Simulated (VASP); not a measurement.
# C (P6_3/mmc) in VASP: a series of runs

One crystal, C, is run at these levels: PBE+D3(BJ); tasks: single point.

All numbers are computed with VASP 6.6.1; they aren't measurements. Logs are shortened: lines on timing, memory, paths and dates and some standing lists are left out, and cuts for length are marked.

## Step 1: The crystal as given

It takes space group P6_3/mmc (No. 194, hexagonal). The conventional cell has a = 2.456 Å, b = 2.456 Å, c = 6.696 Å, α = 90.00°, β = 90.00°, γ = 120.00°. Around C (site symmetry -6m2) lie 3 C at 1.42 Å. C (site symmetry -6m2) is surrounded by 3 C at 1.42 Å.

## Step 2: Single point, PBE+D3(BJ)

The input, INCAR:

```
SYSTEM = C
  ALGO = Fast
  EDIFF = 1E-7
  ENCUT = 520
  GGA = PE
  ISIF = 2
  ISMEAR = 0
  IVDW = 12
  LASPH = .TRUE.
  LCHARG = .FALSE.
  LREAL = .FALSE.
  LWAVE = .FALSE.
  NELM = 80
  PREC = Accurate
  SIGMA = 0.02
```

The input, KPOINTS:

```
k-points
0
G
  12 12 4
  0 0 0
```

The input, POSCAR:

```
C
1.0
    2.4560000000      0.0000000000      0.0000000000
   -1.2280000000      2.1269583900      0.0000000000
    0.0000000000      0.0000000000      6.6960000000
C
4
Direct
    0.0000000000      0.0000000000      0.7500000000
    0.0000000000      0.0000000000      0.2500000000
    0.3333333300      0.6666666700      0.7500000000
    0.6666666700      0.3333333300      0.2500000000
```

Potentials or basis: VASP PAW PBE potentials, release 64 (C).

Launch:

```sh
$ cat potpaw_PBE.64/C/POTCAR > POTCAR
$ mpirun -np 1 vasp_std > vasp.out
```

OUTCAR:

```text
SYSTEM = C
   EDIFF = 1E-7
   ENCUT = 520
   GGA = PE
   ISIF = 2
   ISMEAR = 0
   IVDW = 12
   LASPH = .TRUE.
   LREAL = .FALSE.
   NELM = 80
   PREC = Accurate
 IVDW          = 12

 ion  position               nearest neighbor table
   1  0.000  0.000  0.750-   3 1.42   3 1.42   3 1.42
   2  0.000  0.000  0.250-   4 1.42   4 1.42   4 1.42
   3  0.333  0.667  0.750-   1 1.42   1 1.42   1 1.42
   4  0.667  0.333  0.250-   2 1.42   2 1.42   2 1.42

  LATTYP: Found a hexagonal cell.
 ALAT       =     2.4560000000
 C/A-ratio  =     2.7263843648

  Lattice vectors:

 A1 = (   2.4560000000,   0.0000000000,   0.0000000000)
 A2 = (  -1.2280000000,   2.1269583900,   0.0000000000)
 A3 = (   0.0000000000,   0.0000000000,   6.6960000000)

Analysis of symmetry for initial positions (statically):
=====================================================================
 Subroutine PRICEL returns:
 Original cell was already a primitive cell.

 Routine SETGRP: Setting up the symmetry group for a
 hexagonal supercell.

 Subroutine GETGRP returns: Found 24 space group operations
 (whereof 12 operations were pure point group operations)
 out of a pool of 24 trial point group operations.

The static configuration has the point symmetry D_3d.
 The point group associated with its full space group is D_6h.

Analysis of symmetry for dynamics (positions and initial velocities):
=====================================================================
 Subroutine PRICEL returns:
 Original cell was already a primitive cell.

 Routine SETGRP: Setting up the symmetry group for a
 hexagonal supercell.

 Subroutine GETGRP returns: Found 24 space group operations
 (whereof 12 operations were pure point group operations)
 out of a pool of 24 trial point group operations.

The dynamic configuration has the point symmetry D_3d.
 The point group associated with its full space group is D_6h.

 Subroutine INISYM returns: Found 24 space group operations
 (whereof 12 operations are pure point group operations),
 and found     1 'primitive' translations

----------------------------------------------------------------------------------------

                                     Primitive cell

  volume of cell :      34.9786

  direct lattice vectors                    reciprocal lattice vectors
     2.456000000  0.000000000  0.000000000     0.407166124  0.235077471  0.000000000
    -1.228000000  2.126958390  0.000000000     0.000000000  0.470154943  0.000000000
     0.000000000  0.000000000  6.696000000     0.000000000  0.000000000  0.149342891

  length of vectors
     2.456000000  2.455999999  6.696000000     0.470154942  0.470154943  0.149342891

  position of ions in fractional coordinates (direct lattice)
     0.000000000  0.000000000  0.750000000
     0.000000000  0.000000000  0.250000000
     0.333333330  0.666666670  0.750000000
     0.666666670  0.333333330  0.250000000

  ion indices of the primitive-cell ions
   primitive index   ion index
                 1           1
                 2           2
                 3           3
                 4           4

----------------------------------------------------------------------------------------

 KPOINTS: k-points

Automatic generation of k-mesh.
 Grid dimensions read from file:
 generate k-points for:   12   12    4

 Generating k-lattice:

  Cartesian coordinates                     Fractional coordinates (reciprocal lattice)
     0.033930510  0.019589789  0.000000000     0.083333333  0.000000000  0.000000000
     0.000000000  0.039179579  0.000000000     0.000000000  0.083333333  0.000000000
     0.000000000  0.000000000  0.037335723     0.000000000  0.000000000  0.250000000

  Length of vectors
     0.039179579  0.039179579  0.037335723

  Shift w.r.t. Gamma in fractional coordinates (k-lattice)
     0.000000000  0.000000000  0.000000000

 Subroutine IBZKPT returns following result:
 ===========================================

 Found     57 irreducible k-points:

 Following reciprocal coordinates:
            Coordinates               Weight
  0.000000  0.000000  0.000000      1.000000
  0.083333  0.000000  0.000000      6.000000
  0.166667 -0.000000  0.000000      6.000000
  0.250000  0.000000  0.000000      6.000000
  0.333333 -0.000000  0.000000      6.000000
  0.416667 -0.000000  0.000000      6.000000
[... 16 lines left out ...]
  0.250000  0.000000  0.250000     12.000000
  0.333333 -0.000000  0.250000     12.000000
 [... further k-points ...]
   k-points           NKPTS =     57   k-points in BZ     NKDIM =     57   number of bands    NBANDS=     12
   number of dos      NEDOS =    301   number of ions     NIONS =      4
   total plane-waves  NPLWV =  16200
   dimension x,y,z NGX =    18 NGY =   18 NGZ =   50
   dimension x,y,z NGXF=    36 NGYF=   36 NGZF=  100
   ions per type =               4
   NGX,Y,Z   is equivalent  to a cutoff of  12.18, 12.18, 12.41 a.u.
   NGXF,Y,Z  is equivalent  to a cutoff of  24.37, 24.37, 24.83 a.u.
 SYSTEM =  C
   PREC   = accura    normal or accurate (medium, high low for compatibility)
   ISTART =      0    job   : 0-new  1-cont  2-samecut
   ICHARG =      2    charge: 1-file 2-atom 10-const
   ISPIN  =      1    spin polarized calculation?
   LNONCOLLINEAR =      F non collinear calculations
   LSORBIT =      F    spin-orbit coupling
   LASPH  =      T    aspherical Exc in radial PAW
   ENCUT  =  520.0 eV  38.22 Ry    6.18 a.u.   4.57  4.57 12.45*2*pi/ulx,y,z
   NELM   =     80;   NELMIN=  2; NELMDL= -5     # of ELM steps
   EDIFF  = 0.1E-06   stopping-criterion for ELM
   LREAL  =      F    real-space projection
   EDIFFG = 0.1E-05   stopping-criterion for IOM
   NSW    =      0    number of steps for IOM
   IBRION =     -1    ionic relax: 0-MD 1-quasi-New 2-CG
   NFREE  =      0    steps in history (QN), initial steepest desc. (CG)
   ISIF   =      2    stress and relaxation
   ISYM   =      2    0-nonsym 1-usesym 2-fastsym
   POTIM  = 0.5000    time-step for ionic-motion
   TEBEG  =    0.0;   TEEND  =   0.0 temperature during run
   PSTRESS=    0.0 pullay stress
   NELECT =      16.0000    total number of electrons
   NUPDOWN=      -1.0000    fix difference up-down
   EMIN   =  10.00;   EMAX   =-10.00  energy-range for DOS
   EFERMI =   0.00;   METHOD = LEGACY
   ISMEAR =     0;   SIGMA  =   0.02  broadening in eV -4-tet -1-fermi 0-gaus
   EFERMI_NEDOS =   21; number of points for ismear=-14 and -15
   IALGO  =     68    algorithm
   IMIX   =      4    mixing-type and parameters
     AMIX     =   0.40;   BMIX     =  1.00
     AMIX_MAG =   1.60;   BMIX_MAG =  1.00
  volume/ion in A,a.u.               =       8.74        59.01
  Fermi-wavevector in a.u.,A,eV,Ry     =   1.261384  2.383670 21.648079  1.591089
  Thomas-Fermi vector in A             =   2.394846
   LORBIT       =      0    0 simple, 1 ext, 2 COOP (PROOUT), +10 PAW based schemes
   GGA     = PE    functional components
   LHFCALC =     F    Hartree Fock is set to
   AEXX    =    0.0000 exact exchange contribution
   IVDW    =    12    specifies the selected vdW correction
   LEPSILON=     F    determine dielectric tensor
   LRPA    =     F    only Hartree local field effects (RPA)
 non-spin polarized calculation
 RMM-DIIS sequential band-by-band and
 Gauss-broadening in eV      SIGMA  =   0.02
  energy-cutoff  :      520.00
  volume of cell :       34.98
 maximum number of plane-waves:       979
   NGX =  9   NGY =  9   NGZ = 25

 number of electron      15.9999994 magnetization

 Free energy of the ion-electron system (eV)
  ---------------------------------------------------
  ext. energy  EPLUGINS =         0.00000000
  ---------------------------------------------------
  free energy    TOTEN  =       -36.82979717 eV

  energy without entropy =      -36.82948600  energy(sigma->0) =      -36.82964158

 E-fermi :   4.7563     XC(G=0): -10.3602

 val. band max:        4.7548940583   @ k =   0.3333   0.3333   0.5000
 cond. band min:       4.7567117137   @ k =   0.3333   0.3333   0.2500
 fundamental gap:      0.0018176554
 Fermi energy:         4.7562734702

 k-point     1 :       0.0000    0.0000    0.0000
  band No.  band energies     occupation
      1     -14.9796      2.00000
      2     -14.6761      2.00000
      3      -3.8312      2.00000
      4      -1.8510      2.00000
      5       1.7495      2.00000
      6       1.7495      2.00000
      7       1.7679      2.00000
      8       1.7679      2.00000
      9       9.0227      0.00000
     10      13.1561      0.00000
     11      13.1692      0.00000
     12      13.2082      0.00000

 k-point     2 :       0.0833    0.0000    0.0000
  band No.  band energies     occupation
      1     -14.8126      2.00000
      2     -14.5123      2.00000
      3      -3.6283      2.00000
      4      -1.6611      2.00000
      5       1.0874      2.00000
      6       1.1212      2.00000
      7       1.4017      2.00000
      8       1.4300      2.00000
      9       9.2238      0.00000
     10      13.2105      0.00000
     11      13.2959      0.00000
     12      13.8954      0.00000

 k-point     3 :       0.1667   -0.0000    0.0000
  band No.  band energies     occupation
      1     -14.3140      2.00000
      2     -14.0227      2.00000
      3      -3.0238      2.00000
      4      -1.0983      2.00000
      5      -0.5760      2.00000
      6      -0.5114      2.00000
      7       0.5937      2.00000
      8       0.6342      2.00000
      9       9.8290      0.00000
     10      13.1217      0.00000
     11      13.3063      0.00000
     12      14.0422      0.00000

 k-point     4 :       0.2500    0.0000    0.0000
  band No.  band energies     occupation
      1     -13.4894      2.00000
      2     -13.2131      2.00000
      3      -2.7063      2.00000
      4      -2.6064      2.00000
      5      -2.0334      2.00000
      6      -0.2994      2.00000
      7      -0.2512      2.00000
      8      -0.1869      2.00000
      9      10.8316      0.00000
     10      11.7818      0.00000
     11      12.4281      0.00000
     12      12.8673      0.00000

 k-point     5 :       0.3333   -0.0000    0.0000
  band No.  band energies     occupation
      1     -12.3510      2.00000
      2     -12.0954      2.00000
      3      -4.9429      2.00000
      4      -4.8082      2.00000
      5      -1.0422      2.00000
      6      -0.9897      2.00000
      7      -0.6964      2.00000
      8       1.0054      2.00000
      9       9.3120      0.00000
     10      10.2245      0.00000
     11      12.4049      0.00000
     12      12.7545      0.00000
[... 228 lines left out ...]
      1     -14.7711      2.00000
      2     -14.5588      2.00000
      3      -3.3820      2.00000
      4      -2.0057      2.00000
      5       1.0923      2.00000
      6       1.1162      2.00000
      7       1.4058      2.00000
      8       1.4259      2.00000
      9       9.9666      0.00000
     10      13.2088      0.00000
     11      13.2851      0.00000
     12      13.8727      0.00000

 k-point    22 :       0.1667   -0.0000    0.2500
  band No.  band energies     occupation
      1     -14.2736      2.00000
      2     -14.0678      2.00000
      3      -2.7822      2.00000
      4      -1.4345      2.00000
      5      -0.5665      2.00000
      6      -0.5209      2.00000
      7       0.5996      2.00000
      8       0.6283      2.00000
      9      10.5510      0.00000
     10      13.1224      0.00000
     11      13.2784      0.00000
     12      14.1024      0.00000

 k-point    23 :       0.2500    0.0000    0.2500
  band No.  band energies     occupation
      1     -13.4509      2.00000
      2     -13.2557      2.00000
      3      -2.6920      2.00000
      4      -2.6214      2.00000
      5      -1.8002      2.00000
      6      -0.5067      2.00000
      7      -0.2923      2.00000
      8      -0.2583      2.00000
      9      11.5226      0.00000
     10      12.2945      0.00000
     11      12.7919      0.00000
     12      13.0147      0.00000

 k-point    24 :       0.3333   -0.0000    0.2500
  band No.  band energies     occupation
      1     -12.3153      2.00000
      2     -12.1346      2.00000
      3      -4.9236      2.00000
      4      -4.8284      2.00000
      5      -1.0346      2.00000
      6      -0.9975      2.00000
      7      -0.4783      2.00000
      8       0.7162      2.00000
      9       9.4107      0.00000
     10      10.0614      0.00000
     11      12.4381      0.00000
     12      12.6041      0.00000

 [... further k-points ...]

------------------------ aborting loop because EDIFF is reached ----------------------------------------

 Edisp (eV)   -0.62732

 E8    (eV) :    -0.1778

  FORCE on cell =-STRESS in cart. coord.  units (eV):
  Direction    XX          YY          ZZ          XY          YZ          ZX
  --------------------------------------------------------------------------------------
  -------------------------------------------------------------------------------------
  Total       1.23649     1.23649     0.00871     0.00000    -0.00000     0.00000
  in kB      56.63668    56.63668     0.39916     0.00000    -0.00000     0.00000
  external pressure =       37.89 kB  Pullay stress =        0.00 kB

 VOLUME and BASIS-vectors are now :
 -----------------------------------------------------------------------------
  energy-cutoff  :      520.00
  volume of cell :       34.98
      direct lattice vectors                 reciprocal lattice vectors
     2.456000000  0.000000000  0.000000000     0.407166124  0.235077471  0.000000000
    -1.228000000  2.126958390  0.000000000     0.000000000  0.470154943  0.000000000
     0.000000000  0.000000000  6.696000000     0.000000000  0.000000000  0.149342891

 POSITION                                       TOTAL-FORCE (eV/Angst)
 -----------------------------------------------------------------------------------
      0.00000      0.00000      5.02200        -0.000000      0.000000     -0.000000
      0.00000      0.00000      1.67400         0.000000     -0.000000      0.000000
     -0.00000      1.41797      5.02200        -0.000000      0.000000     -0.000000
      1.22800      0.70899      1.67400         0.000000     -0.000000      0.000000
 -----------------------------------------------------------------------------------
    total drift:                               -0.000000      0.000000     -0.000000

  FREE ENERGIE OF THE ION-ELECTRON SYSTEM (eV)
  ---------------------------------------------------
  free  energy   TOTEN  =       -37.4571208356 eV

  energy  without entropy=      -37.4568096642  energy(sigma->0) =      -37.45696525
```

It took 16 s on 1 thread of Intel Xeon 6975P-C (Granite Rapids), shared host; peak memory 0.15 GiB.

What came out:

```yaml
Free_energy: -37.4571 eV
Pressure: 3.8 GPa
Band_gap_on_the_k_mesh: none (metal or under the smearing width)
Dispersion_energy_per_atom: -0.157 eV
```

(Continued in part 2 of 2.)
